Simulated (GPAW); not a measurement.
# AlN (P6_3mc) in GPAW: settings compared

Aim: see how the results for AlN move with the level of theory and the settings. Levels: mBEEF, LDA, BP86, PBE, optB88-vdW. Tasks: band structure, equation of state.

Everything below comes from runs of GPAW 26.7.0. Logs are shortened: lines on timing, memory, paths and dates and some standing lists are left out, and cuts for length are marked. The log counts tension as positive stress, the text compression.

**What was measured.**

“Structural and optical properties of self-assembled AlN nanowires grown on SiO2/Si substrates by molecular beam epitaxy”, 2024, arxiv:2402.00216 quotes, for a bulk crystal of AlN at 0 K: band gap 6.0343 eV (an exciton energy, a little under the gap).

The results are compared with them further down.

**1. The structure**

The structure is hexagonal, space group P6_3mc (No. 186). Conventional cell: a = 3.113 Å, b = 3.113 Å, c = 4.981 Å, α = 90.00°, β = 90.00°, γ = 120.00°. Al (site symmetry 3m) is surrounded by 4 N at 1.89 Å. N (site symmetry 3m) is surrounded by 4 Al at 1.89 Å.

**2. Band structure, mBEEF**

Input file run.py:

```python
from ase.dft.bandgap import bandgap
from ase.io import write
from ase.spacegroup import crystal
from ase.units import GPa
from gpaw import GPAW, PW

# Al 2b
# N 2b
atoms = crystal(['Al', 'N'],
                basis=[[0.6666666667, 0.3333333333, 0.5],
                       [0.6666666667, 0.3333333333, 0.88]],
                spacegroup=186, setting=1,  # P6_3mc
                cellpar=[3.113, 3.113, 4.981, 90.0, 90.0, 120.0],
                primitive_cell=True)

calc = GPAW(mode=PW(800),
            xc='mBEEF',
            kpts={'size': (7, 7, 4), 'gamma': True},
            occupations={'name': 'fermi-dirac', 'width': 0.05},
            nbands=18,
            convergence={'density': 1e-05, 'energy': 1e-05},
            maxiter=150,
            txt='gpaw.txt')
atoms.calc = calc
energy = atoms.get_potential_energy()
forces = atoms.get_forces()
stress = atoms.get_stress()
calc.write('gs.gpw')
write('result.traj', atoms)
print(f'Energy: {energy:.6f} eV')
print('Forces (eV/A):')
print(forces.round(4))
print('Stress (GPa):', (stress / GPa).round(3))
print('Fermi level:', round(calc.get_fermi_level(), 4), 'eV')
print(f'Gap: {bandgap(calc)[0]:.4f} eV, direct: {bandgap(calc, direct=True)[0]:.4f} eV')

path = atoms.cell.bandpath('GMKGALHA,LM,KH', npoints=60, eps=1e-4)
bs_calc = calc.fixed_density(kpts=path, symmetry='off', nbands=29,
                             convergence={'bands': 'CBM+6.0', 'eigenstates': 1e-6}, txt='bands.txt')
bs = bs_calc.band_structure()
bs.write('bs.json')
print(f'Gap on the path: {bandgap(bs_calc)[0]:.4f} eV')
```

Potentials or basis: GPAW PAW data sets (gpaw-data 1.2.1), pw.

On the command line:

```
> OMP_NUM_THREADS=1 python run.py
```

gpaw.txt:

```text
__  _  _
 | _ |_)|_||  |
 |__||  | ||/\| - 26.7.0

Input parameters:
  mode=PW(ecut=800.0),
  convergence={'density': 1e-05, 'energy': 1e-05},
  kpts=MonkhorstPack(size=(7, 7, 4), gamma=True),
  maxiter=150,
  nbands=18,
  occupations=Occupations(name='fermi-dirac', width=0.05),
  xc=XC(name='mBEEF')

Diagonalizing LCAO Hamiltonian
Converting LCAO to pw mode

           N

           Al
        N

        Al

Atoms  # Å, Bohr magnetons
|   | symbol |         x |        y |        z |    initial magnetic moments |
|---|--------|-----------|----------|----------|-----------------------------|
| 0 |     Al |  1.556500 | 0.898646 | 2.490500 | ( 0.0000,  0.0000,  0.0000) |
| 1 |     Al | -0.000000 | 1.797291 | 0.000000 | ( 0.0000,  0.0000,  0.0000) |
| 2 |      N |  1.556500 | 0.898646 | 4.383280 | ( 0.0000,  0.0000,  0.0000) |
| 3 |      N | -0.000000 | 1.797291 | 1.892780 | ( 0.0000,  0.0000,  0.0000) |

Unit cell  # Å
| periodic |         x |        y |        z |  lengths |     angles |
|----------|-----------|----------|----------|----------|------------|
|      yes |  3.113000 | 0.000000 | 0.000000 | 3.113000 |  90.000000 |
|      yes | -1.556500 | 2.695937 | 0.000000 | 3.113000 |  90.000000 |
|      yes |  0.000000 | 0.000000 | 4.981000 | 4.981000 | 120.000000 |

Number of symmetries: 6
Symmetry operations  # r_c * U_cc + t_c -> r_c
|   | kind |            matrix            |
|---|------|------------------------------|
| 0 |  σ   |  1, 1, 0,  0,-1, 0,  0, 0, 1 |
| 1 |  E   |  1, 0, 0,  0, 1, 0,  0, 0, 1 |
| 2 |  C3  |  0, 1, 0, -1,-1, 0,  0, 0, 1 |
| 3 |  σ   |  0,-1, 0, -1, 0, 0,  0, 0, 1 |
| 4 |  σ   | -1, 0, 0,  1, 1, 0,  0, 0, 1 |
| 5 |  C3  | -1,-1, 0,  1, 0, 0,  0, 0, 1 |

BZ-sampling:
  Number of BZ points: 196
  Number of IBZ points: 28

  Monkhorst-Pack size: [7, 7, 4]
  Monkhorst-Pack shift: [0.0, 0.0, 0.125]

K-points  # in reciprocal-cell coordinates
|     |                                coordinates |     weight |
|-----|--------------------------------------------|------------|
|   0 | (  0.00000000,   0.00000000,   0.00000000) | 0.00510204 |
|   1 | (  0.00000000,   0.00000000,   0.25000000) | 0.01020408 |
|   2 | (  0.00000000,   0.00000000,   0.50000000) | 0.00510204 |
|   3 | (  0.14285714,   0.00000000,  -0.25000000) | 0.03061224 |
|   4 | (  0.14285714,   0.00000000,   0.00000000) | 0.03061224 |
|   5 | (  0.14285714,   0.00000000,   0.25000000) | 0.03061224 |
|   6 | (  0.14285714,   0.00000000,   0.50000000) | 0.03061224 |
|   7 | (  0.28571429,  -0.14285714,   0.00000000) | 0.03061224 |
|   8 | (  0.28571429,  -0.14285714,   0.25000000) | 0.06122449 |
|   9 | (  0.28571429,  -0.14285714,   0.50000000) | 0.03061224 |
| ... |                                            |            |
|  27 | (  0.42857143,   0.42857143,   0.50000000) | 0.03061224 |

Plane wave coefficients: 2177
Cutoff: 800.0 eV

Spin-components: 1 (collinear spins)
Bands:           18
Projectors:      20
Spin-degeneracy: 2
Datatype:        complex128

Parallelization:
  kpt:    1
  domain: 1
  band:   1

Density:
  Valence electrons: 16.0
  Components: 1
  Grid points: [21 21 35]
  Charge: 0.0  # |e|

Potential:
  Grid points: [21 21 35]

species:
  Al:
    name:    Aluminium
    Z:       13.0
    valence: 3
    core:    10
    charge:  0.0  # [|e|]
    compensation charges:
      type: gauss
      rc: 0.34  # [Å]
      lmax: 2
    cutoffs:
      filter: 1.91  # [Å]
      core: 2.36  # [Å]
    projectors
    | kind |    occ | energy [eV] | rcut [Å] |
    |------|--------|-------------|----------|
    |   3s |  2.000 |      -7.753 |    1.085 |
    |   3p |  1.000 |      -2.712 |    1.085 |
    |    s |        |      19.459 |    1.085 |
    |    p |        |      24.499 |    1.085 |
    |    d |        |       0.000 |    1.085 |

    Using partial waves for Al as LCAO basis

  N:
    name:    Nitrogen
    Z:       7.0
    valence: 5
    core:    2
    charge:  0.0  # [|e|]
    compensation charges:
      type: gauss
      rc: 0.18  # [Å]
      lmax: 2
    cutoffs:
      filter: 1.11  # [Å]
      core: 0.96  # [Å]
    projectors
    | kind |    occ | energy [eV] | rcut [Å] |
    |------|--------|-------------|----------|
    |   2s |  2.000 |     -18.583 |    0.603 |
    |   2p |  3.000 |      -7.089 |    0.529 |
    |    s |        |       8.629 |    0.603 |
    |    p |        |      20.123 |    0.529 |
    |    d |        |       0.000 |    0.577 |

    Using partial waves for N as LCAO basis

Reference energy: -16170.289538  # eV

eigensolver:
  PPCG
  Converge bands: occupied
  niter=2

density mixing:
  MSR1-Mixer
  Pratt-step length: 0.05
  Maximum mixing coefficient: 0.75
  Old densities: 10
  SVD Regularization: 0.005
  Good broyden scale: 1.0
  Trust region scale: 1.0
  Backstep threshold: 4.0
  History deletion threshold: 6.0
  Fourier metric: weight=20.0, sigma=0.015

occupation numbers:
  Fermi-Dirac:
    width: 0.0500  # eV

poisson solver:
  ecut: 6400.0  # eV

xc functional:
  name: mBEEF with 2 nearest neighbor stencil

convergence criteria:
- Maximum integral of absolute [dens]ity change: 1e-05 electrons / valence electron
- Maximum [total energy] change in last 3 cyles: 1e-05 eV / valence electron
- Maximum integral of absolute [eigenst]ate change: 4e-08 eV^2 / valence electron
maximum number of iterations: 150

SCF iterations
|iter     | |      energy | eigst |  dens |
|---------|-|-------------|-------|-------|
|iter:   1| | -103.120870 | -0.23 |       |
|iter:   2| |  -83.066715 | -0.78 | -0.50 |
|iter:   3| |  -81.978760 | -1.41 | -0.62 |
|iter:   4| |  -81.926766 | -1.07 | -0.81 |
|iter:   5| |  -82.273166 | -1.68 | -1.24 |
|iter:   6| |  -82.346688 | -2.67 | -1.54 |
|iter:   7| |  -82.345275 | -3.91 | -2.29 |
|iter:   8| |  -82.345195 | -5.39 | -3.04 |
|iter:   9| |  -82.345201c| -6.25 | -3.57 |
|iter:  10| |  -82.345201c| -7.82c| -4.41 |
|iter:  11| |  -82.345201c| -7.76c| -4.89 |
|iter:  12| |  -82.345201c| -8.21c| -5.30c|

Converged in 12 steps
Energy contributions relative to reference atoms: (reference = -16170.289538)

Energy contributions:
  Kinetic:          26.620281
  Coulomb:         -21.293590
  Zero:              0.088934
  External:          0.000000
  Xc:              -87.760825
  Entropy:          -0.000000
  Spinorbit:         0.000000
  ----------------------------
  Free energy:     -82.345201
  Extrapolated:    -82.345201

dipole moment: (-0.000021, 0.000011, -6.910959)  # |e|*Ang

Fermi level: 6.857
Eigenvalues  # (at kpt = [0.000, 0.000, 0.000])
| band index |      eig [eV] | occ [0-2] |
|------------|---------------|-----------|
|          0 |       -10.510 |     2.000 |
|          1 |        -8.468 |     2.000 |
|          2 |        -0.381 |     2.000 |
|          3 |         4.717 |     2.000 |
|          4 |         4.719 |     2.000 |
|          5 |         5.393 |     2.000 |
[... 8 lines left out ...]
|         14 |        19.798 |     0.000 |
|         15 |        19.799 |     0.000 |
|        ... |               |           |
|         17 |        21.440 |     0.000 |

Gap: 5.045 eV
Transition (v -> c):
  (s=0, k=0, n=7, [0.00, 0.00, 0.00]) -> (s=0, k=0, n=8, [0.00, 0.00, 0.00])
No difference between direct/indirect transitions

Forces  # eV/Ang
|        x |        y |        z |
|----------|----------|----------|
|  0.00000 |  0.00000 | -0.12274 |  # Al   0
| -0.00000 |  0.00000 | -0.11893 |  # Al   1
| -0.00000 |  0.00000 |  0.11837 |  # N    2
|  0.00000 | -0.00000 |  0.12154 |  # N    3

Stress tensor  # eV/Ang^3
|        x |         y |         z |
|----------|-----------|-----------|
| 0.012317 | -0.000000 |  0.000000 |
| 0.000000 |  0.012317 | -0.000000 |
| 0.000000 | -0.000000 |  0.001350 |

# Writing to gs.gpw (mode='')
```

It took 1.9 min on 1 thread of Intel Xeon Platinum 8488C (Sapphire Rapids), shared host; peak memory 0.33 GiB.

What came out:

```yaml
Free_energy: -82.3452 eV
Pressure: -1.4 GPa
Largest_force: 0.123 eV/Å
Band_gap_on_the_k_mesh: 5.04 eV, direct
Band_gap_along_the_path: 5.04 eV, direct
```

Forces on the atoms (eV/Å):
```
Al   0.000  0.000 -0.123
Al   0.000  0.000 -0.119
N    0.000  0.000  0.118
N    0.000  0.000  0.122
```

Stress tensor (GPa, compression positive):
```
-1.97  0.00  0.00
 0.00 -1.97  0.00
 0.00  0.00 -0.22
```

Levels at the corners of the path, in eV from the valence-band top:
| point | band 5 | band 6 | band 7 | band 8 | band 9 | band 10 | band 11 | band 12 |
| --- | --- | --- | --- | --- | --- | --- | --- | --- |
| Γ | -0.87 | -0.19 | -0.19 | 0.00 | 5.04 | 7.64 | 11.77 | 12.16 |
| M | -3.35 | -2.11 | -1.73 | -0.68 | 6.65 | 6.74 | 9.21 | 11.41 |
| K | -3.75 | -2.44 | -2.38 | -2.38 | 5.94 | 9.35 | 10.72 | 10.72 |
| Γ | -0.87 | -0.19 | -0.19 | 0.00 | 5.04 | 7.64 | 11.77 | 12.16 |
| A | -0.54 | -0.54 | -0.54 | -0.54 | 7.37 | 7.37 | 11.45 | 11.45 |
| L | -1.47 | -1.47 | -1.37 | -1.37 | 6.19 | 6.19 | 10.30 | 10.30 |
| H | -3.81 | -3.81 | -0.81 | -0.81 | 8.36 | 8.36 | 8.79 | 8.80 |
| A | -0.54 | -0.54 | -0.54 | -0.54 | 7.37 | 7.37 | 11.45 | 11.45 |
| L | -1.47 | -1.47 | -1.37 | -1.37 | 6.19 | 6.19 | 10.30 | 10.30 |
| M | -3.35 | -2.11 | -1.73 | -0.68 | 6.65 | 6.74 | 9.21 | 11.41 |
| K | -3.75 | -2.44 | -2.38 | -2.38 | 5.94 | 9.35 | 10.72 | 10.72 |
| H | -3.81 | -3.81 | -0.81 | -0.81 | 8.36 | 8.36 | 8.79 | 8.80 |

Caveat: the PAW data sets were made with another functional, which shifts forces and pressure a little.

**3. Equation of state, LDA**

Input file run.py:

```python
from ase.eos import EquationOfState
from ase.io import Trajectory, read
from ase.units import GPa
from gpaw import GPAW, PW, setup_paths

setup_paths.insert(0, '.')

atoms = read('POSCAR')

traj = Trajectory('eos.traj', 'w')
volumes, energies = [], []
for x in [0.94, 0.96, 0.98, 1.0, 1.02, 1.04, 1.06]:
    a = atoms.copy()
    a.set_cell(atoms.cell * x**(1 / 3), scale_atoms=True)
    calc = GPAW(mode=PW(800),
                xc='LDA',
                kpts={'size': (7, 7, 4), 'gamma': True},
                occupations={'name': 'fermi-dirac', 'width': 0.05},
                setups={'Al': 'jth', 'N': 'jth'},
                nbands=-10,
                convergence={'density': 1e-05, 'energy': 1e-05},
                maxiter=150,
                txt=f'eos-{x:.2f}.txt')
    a.calc = calc
    energies.append(a.get_potential_energy(force_consistent=True))
    volumes.append(a.get_volume())
    p = -a.get_stress()[:3].mean() / GPa
    calc.write(f'eos-{x:.2f}.gpw')
    traj.write(a)
    print(f'{x:.2f} {volumes[-1]:10.4f} A^3 {energies[-1]:14.6f} eV {p:9.3f} GPa', flush=True)

v0, e0, B = EquationOfState(volumes, energies, eos='birchmurnaghan').fit()
print(f'V0 = {v0:.4f} A^3, E0 = {e0:.6f} eV, B0 = {B / GPa:.2f} GPa')
```

Input file POSCAR:

```
AlN
1.0
    3.1130000000      0.0000000000      0.0000000000
   -1.5565000000      2.6959370820      0.0000000000
    0.0000000000      0.0000000000      4.9810000000
Al N
2 2
Direct
    0.6666666667      0.3333333333      0.5000000000
    0.3333333333      0.6666666667      0.0000000000
    0.6666666667      0.3333333333      0.8800000000
    0.3333333333      0.6666666667      0.3800000000
```

Potentials or basis: JTH PAW 2.0, LDA, pw.

On the command line:

```
> OMP_NUM_THREADS=1 python run.py
```

Run time: 98 s. Hardware: 1 thread of Intel Xeon Platinum 8488C (Sapphire Rapids), shared host; peak memory 0.27 GiB.

It converged, with:

```
Equilibrium volume                        : 10.19 Å³/atom
Bulk modulus at fixed shape and positions : 214 GPa
Pressure derivative of the bulk modulus   : 4.1
```

Energy against volume, from the lowest point:
| volume (Å³/atom) | energy (meV/atom) |
| --- | --- |
| 9.824 | 9.01 |
| 10.033 | 1.39 |
| 10.242 | 0.00 |
| 10.451 | 4.18 |
| 10.660 | 13.33 |
| 10.869 | 27.14 |
| 11.078 | 44.92 |

Caveat: the program truncates these outside data sets; the cell was scaled at fixed shape and fractional positions, which overstates the stiffness of a crystal with free parameters, most of all of layers and chains.

**4. Band structure, BP86**

Input file run.py:

```python
from ase.dft.bandgap import bandgap
from ase.io import read, write
from ase.units import GPa
from gpaw import GPAW, PW, setup_paths

setup_paths.insert(0, '.')

atoms = read('POSCAR')

calc = GPAW(mode=PW(800),
            xc='GGA_X_B88+GGA_C_P86',
            kpts={'size': (7, 7, 4), 'gamma': True},
            occupations={'name': 'fermi-dirac', 'width': 0.05},
            nbands=18,
            convergence={'density': 1e-05, 'energy': 1e-05},
            maxiter=150,
            txt='gpaw.txt')
atoms.calc = calc
energy = atoms.get_potential_energy()
forces = atoms.get_forces()
stress = atoms.get_stress()
calc.write('gs.gpw')
write('result.traj', atoms)
print(f'Energy: {energy:.6f} eV')
print('Forces (eV/A):')
print(forces.round(4))
print('Stress (GPa):', (stress / GPa).round(3))
print('Fermi level:', round(calc.get_fermi_level(), 4), 'eV')
print(f'Gap: {bandgap(calc)[0]:.4f} eV, direct: {bandgap(calc, direct=True)[0]:.4f} eV')

path = atoms.cell.bandpath('GMKGALHA,LM,KH', npoints=60, eps=1e-4)
bs_calc = calc.fixed_density(kpts=path, symmetry='off', nbands=29,
                             convergence={'bands': 'CBM+6.0', 'eigenstates': 1e-6}, txt='bands.txt')
bs = bs_calc.band_structure()
bs.write('bs.json')
print(f'Gap on the path: {bandgap(bs_calc)[0]:.4f} eV')
```

POSCAR is that of step 3.

Potentials or basis: PAW data sets generated in the run's folder for this functional, pw.

On the command line:

```
> gpaw-setup -f GGA_X_B88+GGA_C_P86 Al N
> OMP_NUM_THREADS=1 python run.py
```

gpaw.txt:

```text
__  _  _
 | _ |_)|_||  |
 |__||  | ||/\| - 26.7.0

Input parameters:
  mode=PW(ecut=800.0),
  convergence={'density': 1e-05, 'energy': 1e-05},
  kpts=MonkhorstPack(size=(7, 7, 4), gamma=True),
  maxiter=150,
  nbands=18,
  occupations=Occupations(name='fermi-dirac', width=0.05),
  xc=XC(name='GGA_X_B88+GGA_C_P86')

Diagonalizing LCAO Hamiltonian
Converting LCAO to pw mode

           N

           Al
        N

        Al

Atoms  # Å, Bohr magnetons
|   | symbol |         x |        y |        z |    initial magnetic moments |
|---|--------|-----------|----------|----------|-----------------------------|
| 0 |     Al |  1.556500 | 0.898646 | 2.490500 | ( 0.0000,  0.0000,  0.0000) |
| 1 |     Al | -0.000000 | 1.797291 | 0.000000 | ( 0.0000,  0.0000,  0.0000) |
| 2 |      N |  1.556500 | 0.898646 | 4.383280 | ( 0.0000,  0.0000,  0.0000) |
| 3 |      N | -0.000000 | 1.797291 | 1.892780 | ( 0.0000,  0.0000,  0.0000) |

Unit cell  # Å
| periodic |         x |        y |        z |  lengths |     angles |
|----------|-----------|----------|----------|----------|------------|
|      yes |  3.113000 | 0.000000 | 0.000000 | 3.113000 |  90.000000 |
|      yes | -1.556500 | 2.695937 | 0.000000 | 3.113000 |  90.000000 |
|      yes |  0.000000 | 0.000000 | 4.981000 | 4.981000 | 120.000000 |

Number of symmetries: 6
Symmetry operations  # r_c * U_cc + t_c -> r_c
|   | kind |            matrix            |
|---|------|------------------------------|
| 0 |  σ   |  1, 1, 0,  0,-1, 0,  0, 0, 1 |
| 1 |  E   |  1, 0, 0,  0, 1, 0,  0, 0, 1 |
[... 132 lines left out ...]
- Maximum integral of absolute [eigenst]ate change: 4e-08 eV^2 / valence electron
maximum number of iterations: 150

SCF iterations
|iter     | |      energy | eigst |  dens |
|---------|-|-------------|-------|-------|
|iter:   1| |  -33.661017 | -0.27 |       |
|iter:   2| |  -32.558447 | -2.02 | -0.54 |
|iter:   3| |  -29.331757 | -0.73 | -0.59 |
|iter:   4| |  -29.341205 | -2.97 | -1.23 |
|iter:   5| |  -29.348790 | -3.60 | -1.53 |
|iter:   6| |  -29.348878 | -5.52 | -2.75 |
|iter:   7| |  -29.348897c| -6.43 | -3.13 |
|iter:   8| |  -29.348897c| -8.11c| -4.37 |
|iter:   9| |  -29.348897c| -7.81c| -4.73 |
|iter:  10| |  -29.348897c| -8.52c| -5.03c|

Converged in 10 steps
Energy contributions relative to reference atoms: (reference = -16182.343157)

Energy contributions:
  Kinetic:          35.485784
  Coulomb:         -30.688408
  Zero:              0.155025
  External:          0.000000
  Xc:              -34.301299
  Entropy:          -0.000000
  Spinorbit:         0.000000
  ----------------------------
  Free energy:     -29.348897
  Extrapolated:    -29.348897

dipole moment: (-0.000000, -0.000001, -6.881397)  # |e|*Ang

Fermi level: 6.988
Eigenvalues  # (at kpt = [0.000, 0.000, 0.000])
| band index |      eig [eV] | occ [0-2] |
|------------|---------------|-----------|
|          0 |        -9.083 |     2.000 |
|          1 |        -6.941 |     2.000 |
|          2 |         0.120 |     2.000 |
|          3 |         5.239 |     2.000 |
|          4 |         5.239 |     2.000 |
|          5 |         5.891 |     2.000 |
[... 8 lines left out ...]
|         14 |        19.254 |     0.000 |
|         15 |        19.254 |     0.000 |
|        ... |               |           |
|         17 |        21.033 |     0.000 |

Gap: 4.311 eV
Transition (v -> c):
  (s=0, k=0, n=7, [0.00, 0.00, 0.00]) -> (s=0, k=0, n=8, [0.00, 0.00, 0.00])
No difference between direct/indirect transitions

Forces  # eV/Ang
|        x |       y |        z |
|----------|---------|----------|
|  0.00000 | 0.00000 | -0.12916 |  # Al   0
| -0.00000 | 0.00000 | -0.12917 |  # Al   1
| -0.00000 | 0.00000 |  0.12958 |  # N    2
| -0.00000 | 0.00000 |  0.12906 |  # N    3

Stress tensor  # eV/Ang^3
|         x |         y |         z |
|-----------|-----------|-----------|
| -0.026672 |  0.000000 | -0.000000 |
|  0.000000 | -0.026672 |  0.000000 |
| -0.000000 |  0.000000 | -0.037289 |

# Writing to gs.gpw (mode='')
```

Wall time 38 s (1 thread of Intel Xeon Platinum 8488C (Sapphire Rapids), shared host); peak memory 0.29 GiB.

Results:

| Property | Result |
| --- | --- |
| Free energy | -29.3489 eV |
| Pressure | 4.8 GPa |
| Largest force | 0.130 eV/Å |
| Band gap on the k mesh | 4.31 eV, direct |
| Band gap along the path | 4.31 eV, direct |

Forces on the atoms (eV/Å):
```
Al   0.000  0.000 -0.129
Al   0.000  0.000 -0.129
N    0.000  0.000  0.130
N    0.000  0.000  0.129
```

Stress tensor (GPa, compression positive):
```
4.27 0.00 0.00
0.00 4.27 0.00
0.00 0.00 5.97
```

Levels at the corners of the path, in eV from the valence-band top:
```csv
point,band 5,band 6,band 7,band 8,band 9,band 10,band 11,band 12
Γ,-0.83,-0.18,-0.18,0.00,4.31,6.72,10.71,11.19
M,-3.32,-2.06,-1.75,-0.66,5.89,5.90,8.27,10.38
K,-3.75,-2.41,-2.36,-2.36,5.15,8.45,9.76,9.76
Γ,-0.83,-0.18,-0.18,0.00,4.31,6.72,10.71,11.19
A,-0.51,-0.51,-0.51,-0.51,6.54,6.54,10.41,10.41
L,-1.43,-1.43,-1.35,-1.35,5.41,5.41,9.34,9.34
H,-3.81,-3.81,-0.78,-0.78,7.52,7.52,7.92,7.92
A,-0.51,-0.51,-0.51,-0.51,6.54,6.54,10.41,10.41
L,-1.43,-1.43,-1.35,-1.35,5.41,5.41,9.34,9.34
M,-3.32,-2.06,-1.75,-0.66,5.89,5.90,8.27,10.38
K,-3.75,-2.41,-2.36,-2.36,5.15,8.45,9.76,9.76
H,-3.81,-3.81,-0.78,-0.78,7.52,7.52,7.92,7.92
```

[end of part 1 of 2]
